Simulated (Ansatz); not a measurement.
Crystal: TiO2.

```xyz
12
Lattice="4.8127 0.0000 0.0000 0.0000 4.8719 0.0000 -0.8629 0.0000 4.9666" Properties=species:S:1:pos:R:3 pbc="T T T"
Ti    1.1513    0.2573    1.0586
Ti    3.2300    2.6932    1.4247
Ti    2.7985    4.6146    3.9080
Ti    0.7198    2.1787    3.5419
O    -0.4276    0.8622    4.2293
O     3.9459    3.2981    3.2206
O     4.3774    4.0097    0.7373
O     0.0039    1.5738    1.7460
O     1.7406    3.6911    2.3183
O     2.6406    1.2552    0.1650
O     2.2092    1.1808    2.6483
O     1.3092    3.6167    4.8016
```

The cell comes from a database or a generator and needn't be the stable form of this composition.

* Program: Ansatz 0.2.0
* Task: relaxation of cell and atoms
* Functional: RPBE
* Dispersion: D3(BJ)
* Potentials or basis: Ansatz PAW
* Cutoff: 420 eV (not typed: the program's choice for these potentials)
* k mesh: 6 × 6 × 6
* Occupations: fermi-dirac, width 0.05 eV
* Spin: no spin polarisation

At the start: volume 9.70 Å³/atom.

Question: How do energy, volume and symmetry change on relaxing?

Answer: It ends after 13 steps and the volume is 8.81 Å³/atom (-9.2 %); space group P2_1/c (No. 14, to 0.05 Å).

The path:
```csv
step,energy change (eV),largest force (eV/Å),volume (Å³)
1,0.0000,0.3021,116.45
2,-0.3177,0.2456,111.44
3,-0.3804,0.1933,109.07
4,-0.4622,0.2406,108.17
5,-0.4935,0.2415,108.00
6,-0.5571,0.2870,106.03
7,-0.5742,0.0724,105.86
8,-0.5744,0.0113,106.03
9,-0.5744,0.0020,106.04
10,-0.5489,0.0016,106.04
11,-0.5507,0.0066,105.76
12,-0.5509,0.0024,105.74
13,-0.5494,0.0023,105.74
```

Final structure:
```xyz
12
Lattice="4.5988 0.0000 0.0799 0.0000 4.8842 0.0000 -0.7421 0.0000 4.6947" Properties=species:S:1:pos:R:3 pbc="T T T"
Ti    1.1280    0.2251    1.0185
Ti    3.0997    2.6672    1.4087
Ti    2.7287    4.6591    3.7561
Ti    0.7570    2.2170    3.3659
O    -0.1889    0.6059    3.7640
O     3.6746    3.0480    3.3580
O     4.0456    4.2783    1.0106
O     0.1822    1.8362    1.4166
O     1.6306    3.7333    2.3363
O     2.5971    1.2912    0.0909
O     2.2261    1.1509    2.4383
O     1.2596    3.5930    4.6837
```

Caveat: the plane-wave basis is chosen anew once the cell has moved, so the energies of steps on either side of that aren't comparable; the pressure holds a Pulay correction of +0.8 GPa for the finite cutoff; the PAW data sets come from PBE, with cores solved anew for the run's functional, which leaves a small shift of forces and pressure.
